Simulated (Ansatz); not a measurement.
## Pressure coefficients of Se

```
Se
1.0
     5.68100    3.27993    1.47633
    -5.68100    3.27993    1.47633
     0.00000   -6.55985    1.47633
Se
6
Cartesian
  0.6712 -4.5696 2.0098
  3.6218 2.8661 2.0098
  -4.2930 1.7035 2.0098
  -0.6712 4.5696 2.4192
  -3.6218 -2.8661 2.4192
  4.2930 -1.7035 2.4192
```

The cell is COD entry 9013138, as deposited and not checked against the literature; nothing was relaxed.

The calculation used DFT, PBE, all-electron LAPW, scalar-relativistic in Ansatz 0.2.0.

The runs use a Γ-centred 6×6×6 k mesh, Fermi–Dirac smearing of 0.01 eV, basis error target 1 meV/atom, no spin polarisation.

The cell is scaled evenly with fractional coordinates held. Semilocal gaps are too small, but their slopes carry over better.

| V/V(cell) | P (GPa) | gap on the k mesh (eV) |
| --- | --- | --- |
| 0.9400 | 6.84 | 1.319 |
| 0.9600 | 5.30 | 1.279 |
| 0.9800 | 3.92 | 1.242 |
| 0.9900 | 3.29 | 1.224 |
| 1.0000 | 2.68 | 1.207 |
| 1.0100 | 2.11 | 1.190 |
| 1.0200 | 1.56 | 1.173 |
| 1.0400 | 0.55 | 1.141 |

From the rows at 0.9900 and 1.0100, what is the bulk modulus at the cell's volume?

B = −ΔP/Δln V = −[(2.11) − (3.29)]/0.02000 = 59.0 GPa. This is the modulus at 2.68 GPa, not at zero pressure.

What are the gap's volume deformation potential and pressure coefficient?

dEg/dln V = (1.190 − 1.224)/0.02000 = -1.70 eV, and dEg/dP = −(dEg/dln V)/B = 29 meV/GPa: pressure widens the gap.

Predict the row at V/V(cell) = 1.0600. How far is a linear estimate of P off?

P = -0.36 GPa, gap 1.111 eV. The linear estimate P(cell) − B ln(V/V(cell)) = -0.76 GPa misses by 0.40 GPa, since the modulus falls on expansion.
